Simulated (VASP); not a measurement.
## Ni under changes of volume

One of the cells (10.597 Å³/atom); the others are scaled copies at fixed shape and fractional positions:

```
Ni
1.0
    -1.38372    1.38372    1.38372
     1.38372   -1.38372    1.38372
     1.38372    1.38372   -1.38372
Ni
1
Direct
  0.00000 0.00000 0.00000
```

This isn't the form of Ni at room conditions, which is fcc.

- Program: VASP 6.6.1
- Functional: r2SCAN
- Potentials or basis: VASP PAW PBE potentials, release 64 (Ni)
- Cutoff: 520 eV
- k mesh: 12 × 12 × 12
- Occupations: fermi-dirac, width 0.05 eV
- Spin: collinear spin, ferromagnetic start
- Starting moments: [1.0] μB

```csv
volume (Å³/atom),energy over the lowest point (meV/atom),pressure (GPa),moment (μB per cell)
10.174,13.21,9.8,0.60
10.385,?,?,?
10.597,0.00,0.4,0.64
10.809,1.89,-3.4,0.66
11.021,8.64,-7.0,0.68
```

**Question.** What does the run at 10.385 Å³/atom give?

**Answer.** Energy over the lowest point 3.54 meV/atom; pressure 4.8 GPa; moment 0.62 μB per cell.

Worked out: A Birch-Murnaghan fit of order 2 (a polynomial in V^(-2/3)) to the other rows has its minimum at 10.63 Å³/atom with B0 = V·E''(V) = 204 GPa. It gives 3.63 meV/atom at 10.385 Å³/atom, against the run's 3.54, and -dE/dV = 4.9 GPa, against 4.8. A straight line through the other rows of the moment, of slope 0.0945 μB per Å³/atom, gives 0.62 μB, against the run's 0.62.

Energies are extrapolated to zero smearing.

Caveats: the PAW data sets were made with another functional, which shifts forces and pressure a little.
